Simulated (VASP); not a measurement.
# Cu (Fm-3m) in VASP: further runs, part 2 of 2

VASP 6.6.1. Earlier steps stand in the parts before.

**3. Relaxation of cell and atoms, r2SCAN**

This run uses another cell than the first one, of 11.50 Å³/atom, 0.974 times its volume.

The input, INCAR:

```
  PREC = Accurate
  ENCUT = 600
  EDIFF = 1E-7
  ISMEAR = 1
  SIGMA = 0.1
  LREAL = F
  LASPH = T
  NELM = 80
  ALGO = Normal
  ISIF = 3
  LWAVE = F
  LCHARG = F
  METAGGA = R2SCAN
  LMIXTAU = T
  IBRION = 2
  NSW = 90
  EDIFFG = -0.005
  KPAR = 2
```

The input, KPOINTS:

```
regular mesh
0
Gamma
  18 18 18
```

The input, POSCAR:

```
Cu                                      
1.0
   -0.0000000000      1.7914283005      1.7914283005
    1.7914283005      0.0000000000      1.7914283005
    1.7914283005      1.7914283005      0.0000000000
  Cu            
     1
Direct
     0.0000000000000000    0.0000000000000000    0.0000000000000000
```

Potentials or basis: VASP PAW PBE potentials, release 64 (Cu).

Run with:

```
cat potpaw_PBE.64/Cu/POTCAR > POTCAR
mpirun -np 2 vasp_std > vasp.out
```

OUTCAR:

```text
PREC = Accurate
   ENCUT = 600
   EDIFF = 1E-7
   ISMEAR = 1
   LREAL = F
   LASPH = T
   NELM = 80
   ISIF = 3
   METAGGA = R2SCAN
   IBRION = 2
   NSW = 90
   EDIFFG = -0.005

 ion  position               nearest neighbor table
   1  0.000  0.000  0.000-

  LATTYP: Found a face centered cubic cell.
 ALAT       =     3.5828566010

  Lattice vectors:

 A1 = (   0.0000000000,   1.7914283005,   1.7914283005)
 A2 = (   1.7914283005,   0.0000000000,   1.7914283005)
 A3 = (   1.7914283005,   1.7914283005,   0.0000000000)

Analysis of symmetry for initial positions (statically):
=====================================================================
 Subroutine PRICEL returns:
 Original cell was already a primitive cell.

 Routine SETGRP: Setting up the symmetry group for a
 face centered cubic supercell.

 Subroutine GETGRP returns: Found 48 space group operations
 (whereof 48 operations were pure point group operations)
 out of a pool of 48 trial point group operations.

The static configuration has the point symmetry O_h .

[... 166 lines left out ...]
  --------------------------------------------------------------------------------------
  -------------------------------------------------------------------------------------
  Total       -0.0098853     -0.0098853     -0.0098853      0.0000000     -0.0000000     -0.0000000
  in kB       -1.3774414     -1.3774414     -1.3774414      0.0000000     -0.0000000     -0.0000000
  external PRESSURE =      -1.3774414 kB  Pullay stress =       0.0000000 kB
[... 57 lines left out ...]
--------------------------------------- Ionic step        3  -------------------------------------------

 number of electron      11.0000011 magnetization

 Free energy of the ion-electron system (eV)
  ---------------------------------------------------
  ext. energy  EPLUGINS =         0.00000000
  ---------------------------------------------------
  free energy    TOTEN  =       -10.82702633 eV

  energy without entropy =      -10.82692522  energy(sigma->0) =      -10.82699263

 E-fermi :   7.7011     XC(G=0): -13.9283

 val. band max:        7.6716886350   @ k =   0.5000   0.3333   0.1667
 cond. band min:       7.7036275337   @ k =   0.5000   0.1111   0.0000
 fundamental gap:      0.0319388987
 Fermi energy:         7.7011224309

 k-point     1 :       0.0000    0.0000    0.0000
  band No.  band energies     occupation
      1      -2.1456      2.00000
      2       4.5226      2.00000
      3       4.5226      2.00000
      4       4.5226      2.00000
      5       5.3748      2.00000
      6       5.3748      2.00000
      7      31.3501      0.00000
      8      34.6025      0.00000
      9      34.6025      0.00000
[... 265 lines left out ...]
 k-point    24 :      -0.2222    0.0556    0.0000
  band No.  band energies     occupation
      1       0.0478      2.00000
      2       4.2029      2.00000
      3       4.6817      2.00000
      4       4.7231      2.00000
      5       5.3290      2.00000
      6       5.5883      2.00000
      7      21.5217      0.00000
      8      28.8888      0.00000
      9      32.6947      0.00000

 [... further k-points ...]
[... 5 lines left out ...]
  --------------------------------------------------------------------------------------
  -------------------------------------------------------------------------------------
  Total        0.0018132      0.0018132      0.0018132     -0.0000000     -0.0000000      0.0000000
  in kB        0.2528249      0.2528249      0.2528249     -0.0000000     -0.0000000      0.0000000
  external PRESSURE =       0.2528249 kB  Pullay stress =       0.0000000 kB
[... 16 lines left out ...]
  FREE ENERGIE OF THE ION-ELECTRON SYSTEM (eV)
  ---------------------------------------------------
  free  energy   TOTEN  =       -10.8270263305 eV

  energy  without entropy=      -10.8269252211  energy(sigma->0) =      -10.82699263

 reached required accuracy - stopping structural energy minimisation
```

CONTCAR:

```text
Cu
   1.00000000000000
     0.0000000000000000    1.7910253951136907    1.7910253951136907
     1.7910253951136907    0.0000000000000000    1.7910253951136907
     1.7910253951136907    1.7910253951136907    0.0000000000000000
  Cu
     1
Direct
     0.0000000000000000    0.0000000000000000    0.0000000000000000

  0.00000000E+00  0.00000000E+00  0.00000000E+00
```

It took 3.5 min on 2 MPI ranks of AMD EPYC 7R43 (Zen 3), shared host; peak memory 0.11 GiB.

Results:

* Free energy: -10.8270 eV
* Relaxed volume: 11.49 Å³/atom
* Relaxed cell: a = 2.533 Å, b = 2.533 Å, c = 2.533 Å, α = 60.00°, β = 60.00°, γ = 60.00°
* Space group after relaxing (to 0.05 Å): Fm-3m (No. 225)
* Energy gained by relaxing: 0.0 meV/atom
* Ionic steps: 3
* Pressure after relaxing: 0.0 GPa
* Band gap on the k mesh: none (metal or under the smearing width)

Final structure:
```
Cu
1.0
     0.00000    1.79103    1.79103
     1.79103    0.00000    1.79103
     1.79103    1.79103    0.00000
Cu
1
Direct
  0.00000 0.00000 0.00000
```

Caveat: the PAW data sets were made with another functional, which shifts forces and pressure a little.

**4. Relaxation of cell and atoms, PBE**

The input, INCAR:

```
SYSTEM = Cu
ALGO = Normal
EDIFF = 1E-6
EDIFFG = -0.01
ENCUT = 600
GGA = PE
IBRION = 2
ISIF = 3
ISMEAR = 1
LASPH = .True.
LCHARG = .False.
LREAL = .False.
LWAVE = .False.
NELM = 80
NSW = 90
PREC = Accurate
SIGMA = 0.1
```

The input, KPOINTS:

```
k-points
0
Gamma
  18 18 18
  0 0 0
```

The input, POSCAR:

```
Cu
1.0
    0.0000000000      1.8075000000      1.8075000000
    1.8075000000      0.0000000000      1.8075000000
    1.8075000000      1.8075000000      0.0000000000
Cu
1
Direct
    0.0000000000      0.0000000000      0.0000000000
```

Run with:

```
cat potpaw_PBE.64/Cu/POTCAR > POTCAR
mpirun -np 1 vasp_std > vasp.out
```

Wall time 17 s (1 thread of Intel Xeon 6975P-C (Granite Rapids), shared host); peak memory 0.15 GiB.

Results (log left out):

| Property | Result |
| --- | --- |
| Free energy | -3.7285 eV |
| Relaxed volume | 12.01 Å³/atom |
| Relaxed cell | a = 2.571 Å, b = 2.571 Å, c = 2.571 Å, α = 60.00°, β = 60.00°, γ = 60.00° |
| Space group after relaxing (to 0.05 Å) | Fm-3m (No. 225) |
| Energy gained by relaxing | 1.6 meV/atom |
| Ionic steps | 3 |
| Pressure after relaxing | 0.1 GPa |
| Band gap on the k mesh | none (metal or under the smearing width) |

The path:
```
step  energy change (eV)  largest force (eV/Å)  pressure (GPa)  volume (Å³)
   1              0.0000                0.0000            2.58        11.81
   2             -0.0011                0.0000           -1.33        12.14
   3             -0.0016                0.0000            0.07        12.01
```

Final structure:
```
Cu
1.0
     0.00000    1.81786    1.81786
     1.81786    0.00000    1.81786
     1.81786    1.81786    0.00000
Cu
1
Direct
  0.00000 0.00000 0.00000
```

Levels at points of the mesh, in eV from the Fermi level:
```
           k point  band 3  band 4  band 5  band 6  band 7  band 8  band 9
(0.00, 0.00, 0.00)   -2.94   -2.94   -2.14   -2.14   22.49   25.00   25.00
(0.50, 0.00, 0.00)   -2.97   -1.58   -1.58   -0.92    3.70   20.99   21.84
(0.50, 0.50, 0.00)   -1.60   -1.44   -1.44    1.54    7.03   12.98   12.98
```

PBE usually gives volumes a little too large and moduli too small. Zero-point motion and thermal expansion aren't in these numbers.
